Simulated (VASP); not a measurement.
AlCo: equation of state with PBE

AlCo:

```xyz
2
Lattice="2.8194 0.0000 0.0000 0.0000 2.8194 0.0000 0.0000 0.0000 2.8194" Properties=species:S:1:pos:R:3 pbc="T T T"
Co    1.4097    1.4097    1.4097
Al    0.0000    0.0000    0.0000
```

The cell is a database's computed one.

* Program: VASP 6.6.1
* Task: equation of state
* Functional: PBE
* Potentials or basis: VASP PAW PBE potentials, release 64 (Co, Al)
* Cutoff: 520 eV
* k mesh: 9 × 9 × 9
* Occupations: fermi-dirac, width 0.05 eV
* Spin: collinear spin, ferromagnetic start
* Starting moments: [2.0, 0.0] μB
* Further INCAR settings: ALGO = Normal; EDIFF = 1e-07; NBANDS = 17

```
Equilibrium volume                      : 11.59 Å³/atom
Bulk modulus                            : 179 GPa
Pressure derivative of the bulk modulus : 4.3
```

Energy against volume, from the lowest point:
```tsv
volume (Å³/atom)	energy (meV/atom)
10.533	63.83
10.758	38.16
10.982	19.61
11.206	7.47
11.430	1.13
11.654	0.00
11.878	3.58
```

All runs of the series together: 2.1 min on 1 thread of Intel(R) Xeon(R) Platinum 8488C (Sapphire Rapids) (shared host).
